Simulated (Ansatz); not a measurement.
# Calculated ³³S NMR of the central transition for SnS at a changed volume

Cell: a structure deposited in the COD, relaxed with PBE at fixed cell and then changed (volume scaled by 0.96, ions relaxed).

Space group Pnma (No. 62); a = 11.1670, b = 3.9953, c = 4.1847 Å.

```csv
site,Wyckoff,site symmetry,x,y,z
Sn,4c,.m.,0.1188,0.2500,0.1005
S,4c,.m.,0.8530,0.2500,0.4752
```

One atom of each set is listed.

Computed with Ansatz: DFT, PBE, plane waves and PAW, scalar-relativistic, 420 eV cutoff, Γ-centred 4×11×10 k-points, Fermi–Dirac smearing 0.02 eV.

³³S has I = 3/2 and Q = -69.40 mb (Pyykkö 2018); at 18.8 T its Larmor frequency is ν₀ = 61.5 MHz. Only the quadrupole interaction is simulated: positions count from each site's isotropic chemical shift, and J coupling is left out, as are shift anisotropy and dipolar coupling, which fast spinning averages.

Task: Give C_Q, η, the quadrupolar product P_Q = |C_Q|(1 + η²/3)^½, the second-order isotropic shift and the breadth of the pattern (fast magic-angle spinning) for each S site.

Result: 

```tsv
site	first shell	C_Q (MHz)	η	P_Q (MHz)	δ_QIS (ppm)	breadth (kHz)
S	3 Sn at 2.63–2.69 Å; also 2 Sn at 3.15 Å	4.14	0.02	4.14	-113	15.0
```

δ_QIS = −(ν_Q²/30ν₀²)[I(I+1) − 3/4](1 + η²/3) × 10⁶ ppm with ν_Q = 3|C_Q|/[2I(2I−1)]; it falls as 1/B₀² in ppm, and the breadth as 1/B₀ in kHz.

Without spin–orbit coupling (the program notes it for Sn) the gradients can shift somewhat, as the gap is small.

The relaxation (5 steps) took 3.5 min of wall time (3.5 min of CPU time) and 1.1 GiB at its peak, on 1 thread of Intel Xeon Platinum 8488C (Sapphire Rapids) (x86_64; 16 cores open to the job, memory cap 3.0 GiB, no GPU), a shared host with a load of 0.5 a core.
